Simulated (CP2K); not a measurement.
Runs of CP2K 2026.2 on Sn. The structure is tetragonal, space group I4/mmm (No. 139). The conventional cell has a = 4.058 Å, b = 4.058 Å, c = 3.322 Å, α = 90.00°, β = 90.00°, γ = 90.00°. Sn (site symmetry 4/mmm) is surrounded by 10 Sn at 3.32 Å. This isn't the form of Sn at room conditions, which is tetragonal (white tin).

```tsv
task	level	potentials or basis	cell	smearing	k points reduced by the point group	NGRIDS	potentials	points a segment of the path (NPOINTS)	bands added on the path	gap on the mesh (eV)	pressure (GPa)
single point	PBE	POTENTIAL_UZH Sn GTH-PBE-q4; TZVP-MOLOPT-PBE-GTH basis	as given	gaussian 0.05 eV	yes	5	Sn GTH-PBE-q4 of POTENTIAL_UZH	-	-	none	(a)
band structure	PBE+D3(BJ)	POTENTIAL_UZH Sn GTH-PBE-q4; TZVP-MOLOPT-PBE-GTH basis	cell strained at random at fixed volume	methfessel-paxton 0.1 eV	yes	4	Sn GTH-PBE-q4 of POTENTIAL_UZH	10	6	none	-0.1
single point	BLYP	GTH_POTENTIALS Sn GTH-PBE-q4; TZVP-MOLOPT-PBE-GTH basis	as given	methfessel-paxton 0.1 eV	yes	5	Sn GTH-PBE-q4 of GTH_POTENTIALS	-	-	none	6.0
relaxation of cell and atoms	PBE	POTENTIAL_UZH Sn GTH-PBE-q4; TZVP-MOLOPT-PBE-GTH basis	relaxed	methfessel-paxton 0.2 eV	-	4	Sn GTH-PBE-q4 of POTENTIAL_UZH	-	-	none	0.0
single point	PBEsol	POTENTIAL_UZH Sn GTH-PBE-q4; TZVP-MOLOPT-PBE-GTH basis	as given	gaussian 0.05 eV	yes	4	Sn GTH-PBE-q4 of POTENTIAL_UZH	-	-	none	1.1
```

Alike in all rows: no spin polarisation; k mesh 10 × 10 × 10.

Task: Estimate the missing entries.

Result: (a) 1.9.

Caveats: the basis of atomic orbitals isn't converged, which shifts pressures, moduli and gaps; the potentials were made for another functional, which shifts forces and pressure (some runs); spin-orbit coupling is left out, which moves the levels of the heavy elements (some runs); pairwise dispersion overbinds metals, which lowers pressure and volume (some runs); the printed path begins after the first move (some runs).

A k mesh can miss the band edges, and the runs leave out spin-orbit coupling on Sn.

A gap of «none» marks a metal or a gap under the smearing width.
